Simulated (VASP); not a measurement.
# A VASP 6.6.1 single-point calculation on CaO

INCAR

```
LREAL = .FALSE.
NSW = 0
ISIF = 2
EDIFF = 1E-7
ISMEAR = 1
ALGO = Normal
NBANDS = 15
LCHARG = .FALSE.
LASPH = .TRUE.
ENCUT = 520
ISPIN = 2
MAGMOM = -1 -1
NELM = 70
LWAVE = .FALSE.
METAGGA = R2SCAN
SIGMA = 0.2
IBRION = -1
PREC = Accurate
```

KPOINTS

```
KPOINTS created by Atomic Simulation Environment
0
Monkhorst-Pack
10 10 10
0 0 0
```

POSCAR

```
Ca O
 1.0000000000000000
     0.0000000000000000    2.4215256147000002    2.4215256147000002
     2.4215256147000002    0.0000000000000000    2.4215256147000002
     2.4215256147000002    2.4215256147000002    0.0000000000000000
 Ca  O
   1   1
Cartesian
  0.0000000000000000  0.0000000000000000  0.0000000000000000
  2.4215256147000002  2.4215256147000002  2.4215256147000002
```

The recommended PBE PAW datasets give the neutral cell 16 valence electrons.

Command

```
mpirun -np 1 vasp_std
```

Task: How does this run end, and what does it give?

Result: It converged. Results: pressure -2.3 GPa; magnetic moment of the cell 0.00 μB.

OSZICAR

```
N       E                     dE             d eps       ncg     rms          rms(c)
DAV:   1     0.120139084469E+03    0.12014E+03   -0.87239E+03  6600   0.111E+03
DAV:   2    -0.186885101956E+02   -0.13883E+03   -0.12931E+03  8224   0.298E+02
DAV:   3    -0.242749295930E+02   -0.55864E+01   -0.55434E+01  8279   0.621E+01
DAV:   4    -0.244194653191E+02   -0.14454E+00   -0.14440E+00  8386   0.927E+00
DAV:   5    -0.244219284692E+02   -0.24632E-02   -0.24631E-02  7959   0.113E+00    0.105E+01
DAV:   6    -0.192185694770E+02    0.52034E+01   -0.36060E+00  9312   0.229E+01    0.351E+00
DAV:   7    -0.194302382889E+02   -0.21167E+00   -0.53826E-01  7867   0.535E+00    0.235E+00
DAV:   8    -0.194450821064E+02   -0.14844E-01   -0.41414E-02  7884   0.201E+00    0.118E+00
DAV:   9    -0.194496805238E+02   -0.45984E-02   -0.22833E-02  7636   0.181E+00    0.368E-01
DAV:  10    -0.194495302855E+02    0.15024E-03   -0.29490E-03  8009   0.545E-01    0.114E-01
DAV:  11    -0.194496582808E+02   -0.12800E-03   -0.39329E-04  9925   0.175E-01    0.480E-02
DAV:  12    -0.194497388394E+02   -0.80559E-04   -0.10803E-04  7433   0.117E-01    0.184E-02
DAV:  13    -0.194497443649E+02   -0.55255E-05   -0.21605E-05  7748   0.491E-02    0.848E-03
DAV:  14    -0.194497439742E+02    0.39070E-06   -0.39300E-06  7293   0.183E-02    0.209E-03
DAV:  15    -0.194497441496E+02   -0.17540E-06   -0.44039E-07  7839   0.714E-03    0.878E-04
DAV:  16    -0.194497441417E+02    0.78919E-08   -0.70463E-08  7454   0.273E-03
   1 F= -.19449744E+02 E0= -.19450498E+02  d E =0.226266E-02  mag=    -0.0000
```

Standard output (part)

```
POSCAR found type information on POSCAR CaO
 POSCAR found :  2 types and       2 ions
 LDA part: xc-table for (None), standard interpolation
 POSCAR, INCAR and KPOINTS ok, starting setup
 WAVECAR not read
 entering main loop
```

The shifted mesh misses Γ, so a band edge there is missed.

For comparison, a separate r²SCAN run of the intended cell, on usual settings and not on those above, gives a gap of 4.19 eV on its mesh and a pressure of -2.3 GPa.
